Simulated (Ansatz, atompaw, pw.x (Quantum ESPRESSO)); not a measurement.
Equation-of-state test of one PAW (atompaw) potential (lithium)

lithium (Li), PAW, made with atompaw 4.2.0.5 (PBE, scalar-relativistic). Core [He], reference 2s1 2p0. Waves: 2s (bound): rc 2.90 bohr; 2s channel at 0.55 Ry: rc 3.00 bohr; 2p (bound, empty): rc 3.00 bohr; 2p channel at 1.15 Ry: rc 3.00 bohr; 3d channel at 0.15 Ry: rc 3.00 bohr; 3d channel at 2.3 Ry: rc 3.00 bohr. Local part: troulliermartins scheme with l = 3 at 0 Ry, radius 2.35 bohr. Core correction: smooth core density matched at 2.80 bohr. Augmentation charge: sinc compensation charge, radius 2.65 bohr; PAW radius 3.00 bohr; waves and projectors: custom rrkj gramschmidtortho.

Atomic tests: cutoffs needed: 6 Ry and 6 Ry (the cutoffs (Ry, on a coarse ladder) from which the occupation-weighted sum of valence levels, in a spherical-Bessel basis at the reference potential, stays within 10 and 1 mRy of its value at 400 Ry); ghost test: no extra level below or beside the all-electron valence levels (s, p, d, f tested) (spherical-Bessel basis up to 400 Ry, 20 bohr box); lowest eigenvalue of the overlap operator: 0.44 (s channel).

Crystal test: fcc Li in pw.x 7.5, no spin, 13³ k-points, Fermi–Dirac smearing 0.01 Ry, cutoffs 40/400 Ry. The reference is all-electron LAPW (Ansatz 0.2.0) with the same functional, mesh and smearing; V0 and B0 come from Birch–Murnaghan fits to the pressures at five volumes. Errors are pseudo minus all-electron; Δ is the rms difference of the E(V) curves that follow from these fits, minima aligned, over ±6 % about the mean V0. Mesh and smearing are coarse, so the numbers serve the comparison and aren't converged zero-temperature values; the lattice is a test structure that the element need not adopt.

| V (Å³/atom) | P all-electron (GPa) | P pseudo (GPa) |
| --- | --- | --- |
| 19.331 | 0.71 | 0.74 |
| 19.839 | 0.31 | 0.34 |
| 20.348 | -0.05 | -0.02 |
| 20.857 | -0.37 | -0.35 |
| 21.365 | -0.66 | -0.64 |

All-electron: a0 = 4.329 Å (V0 = 20.28 Å³/atom), B0 = 13.7 GPa.

Pseudopotential: mean pressure error (GPa): +0.02; a0 (Å): 4.331; a0 error (%): +0.06; B0 error (%): +0.3; Δ (meV/atom): 0.1.

Q: At the middle volume, how do free energy and pressure move when the wave cutoff is lowered (ecutrho held at 400 Ry)?

A:

```json
{"cutoff (Ry)": "18", "shift of F (meV/atom)": "+0.1", "shift of P (GPa)": "+0.00"}
{"cutoff (Ry)": "24", "shift of F (meV/atom)": "+0.0", "shift of P (GPa)": "-0.00"}
{"cutoff (Ry)": "32", "shift of F (meV/atom)": "+0.0", "shift of P (GPa)": "+0.00"}
```

Input at the middle volume:

```
&control
  calculation='scf', prefix='x', pseudo_dir='./', outdir='./tmp', tstress=.true., disk_io='none'
/
&system
  ibrav=0, nat=1, ntyp=1, ecutwfc=40, ecutrho=400, nbnd=7,
  occupations='smearing', smearing='fd', degauss=0.01
/
&electrons
  conv_thr=1e-09, mixing_beta=0.4, electron_maxstep=70
/
ATOMIC_SPECIES
Li 1.0 Li.UPF
CELL_PARAMETERS angstrom
  0.00000000 2.16685863 2.16685863
  2.16685863 0.00000000 2.16685863
  2.16685863 2.16685863 0.00000000
ATOMIC_POSITIONS crystal
Li 0.0000 0.0000 0.0000
K_POINTS automatic
13 13 13 0 0 0
```

```bash
pw.x < Li.scf.in > Li.scf.out
```

Lines of the output:

```
Message from routine setup:
     using ibrav=0 with symmetry is DISCOURAGED, use correct ibrav instead
     lattice parameter (alat)  =       5.7909  a.u.
     unit-cell volume          =     137.3151 (a.u.)^3
     number of electrons       =         1.00
     number of Kohn-Sham states=            7
     kinetic-energy cutoff     =      40.0000  Ry
     charge density cutoff     =     400.0000  Ry
     scf convergence threshold =      1.0E-09
     Exchange-correlation= SLA PW PBX PBC
     number of k points=    84  Fermi-Dirac smearing, width (Ry)=  0.0100
     iteration #  1     ecut=    40.00 Ry     beta= 0.40
     total energy              =      -3.84014023 Ry
     estimated scf accuracy    <       0.00021997 Ry
     iteration #  2     ecut=    40.00 Ry     beta= 0.40
     total energy              =      -3.84041698 Ry
     estimated scf accuracy    <       0.00008339 Ry
     iteration #  3     ecut=    40.00 Ry     beta= 0.40
     total energy              =      -3.84044128 Ry
     estimated scf accuracy    <       0.00000010 Ry
     iteration #  4     ecut=    40.00 Ry     beta= 0.40
     total energy              =      -3.84044184 Ry
     estimated scf accuracy    <       0.00000003 Ry
     iteration #  5     ecut=    40.00 Ry     beta= 0.40
     the Fermi energy is     0.5215 ev
!    total energy              =      -3.84044187 Ry
     estimated scf accuracy    <          3.2E-10 Ry
     smearing contrib. (-TS)   =      -0.00228407 Ry
     convergence has been achieved in   5 iterations
          total   stress  (Ry/bohr**3)                   (kbar)     P=       -0.23
     Message from routine punch:
     Nothing written, as per user request (disk_io='none')
```

The run at the middle volume (84 k-points, 5 iterations) took about 4.8 s on one core of a shared host (Intel(R) Xeon(R) 6975P-C, 192 threads, 1512 GiB, load 42).
